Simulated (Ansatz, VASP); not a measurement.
## Two plane-wave programs on SnTe

The input INCAR:

```
SYSTEM = SnTe
ALGO = Normal
EDIFF = 1E-6
ENCUT = 520
GGA = PS
ISIF = 2
ISMEAR = -1
IVDW = 13
LASPH = .TRUE.
LCHARG = .FALSE.
LREAL = .FALSE.
LWAVE = .FALSE.
NBANDS = 17
NELM = 60
PREC = Accurate
SIGMA = 0.05
```

File KPOINTS:

```
k-points
0
G
  7 7 7
  0 0 0
```

The input POSCAR:

```
SnTe
1.0
    0.0000000000      3.1717171644      3.1717171644
    3.1717171644      0.0000000000      3.1717171644
    3.1717171644      3.1717171644      0.0000000000
Te Sn
1 1
Direct
    0.5000000000      0.5000000000      0.5000000000
    0.0000000000      0.0000000000      0.0000000000
```

File input.yaml:

```yaml
crystal:
  lattice:
    - [0.0, 3.1717171644, 3.1717171644]
    - [3.1717171644, 0.0, 3.1717171644]
    - [3.1717171644, 3.1717171644, 0.0]
  atoms:
    - { symbol: Te, position: [0.5, 0.5, 0.5] }
    - { symbol: Sn, position: [0.0, 0.0, 0.0] }
hamiltonian:
  xc: pbesol
  pseudopotentials: { kind: paw }
  dispersion: d4
kpoints:
  mp_grid: { grid: [7, 7, 7] }
scf:
  occupations: { method: fermi_dirac, width: 0.05 }
output:
  forces: true
  stress: true
  eigenvalues: true
  write_density: true
  write_potential: true
  elf: true
  volumetric_format: npy
```

Alike in both runs: task single point; functional PBEsol; dispersion D4; k mesh 7 × 7 × 7; occupations fermi-dirac, width 0.05 eV; no spin polarisation.

|  | VASP | Ansatz |
| --- | --- | --- |
| version | VASP 6.6.1 | Ansatz 0.2.0 |
| potentials or method | VASP PAW PBE potentials, release 64 (Te, Sn_d) | Ansatz PAW |
| plane-wave cutoff (eV) | 520 | 420 |
| valence electrons in the cell | 20 | 30 |

VASP gave:

| Quantity | Value |
| --- | --- |
| gap on the k mesh at the Fermi level (eV) | 0.66 |
| least direct gap on the mesh (eV) | 0.66 |
| pressure (GPa) | -2.4 |
| dispersion energy (meV/atom) | -248.3 |

Q: Estimate Ansatz's values.

A: gap on the k mesh at the Fermi level (eV): 0.66; least direct gap on the mesh (eV): 0.66; pressure (GPa): -2.4; dispersion energy (meV/atom): -248.6.

The two sets of potentials don't hold the same shells in valence.

Caveats: the PAW data sets were made with another functional, which shifts forces and pressure a little (VASP); the PAW data sets come from PBE, with cores solved anew for the run's functional, which leaves a small shift of forces and pressure (Ansatz). Spin-orbit coupling is left out, which matters for the levels of Te.
